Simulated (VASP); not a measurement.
MgF2:

```
Mg F
1.0
     4.62380    0.00000    0.00000
     0.00000    4.62380    0.00000
     0.00000    0.00000    3.05334
Mg F
2 4
Direct
  0.50000 0.50000 0.50000
  0.00000 0.00000 0.00000
  0.69678 0.69678 0.00000
  0.80322 0.19678 0.50000
  0.30322 0.30322 0.00000
  0.19678 0.80322 0.50000
```

The cell comes from a database or a generator and needn't be the stable form of this composition.

Program: VASP 6.6.1. Alike in all runs: task band structure; potentials or basis VASP PAW PBE potentials, release 64 (Mg, F); no spin polarisation; cell as given; k mesh 6 × 6 × 8; cutoff (eV) 520; smearing gaussian 0.02 eV.

Q: Order these runs on this cell by their band gap on the k mesh, lowest first.
A. level r2SCAN; further INCAR settings ALGO = Normal; EDIFF = 1e-06
B. level PBEsol; further INCAR settings ALGO = Fast; EDIFF = 1e-06
C. level TB-mBJ; further INCAR settings ALGO = Normal; EDIFF = 1e-06

A: B (6.92 eV), A (8.00 eV), C (10.85 eV).

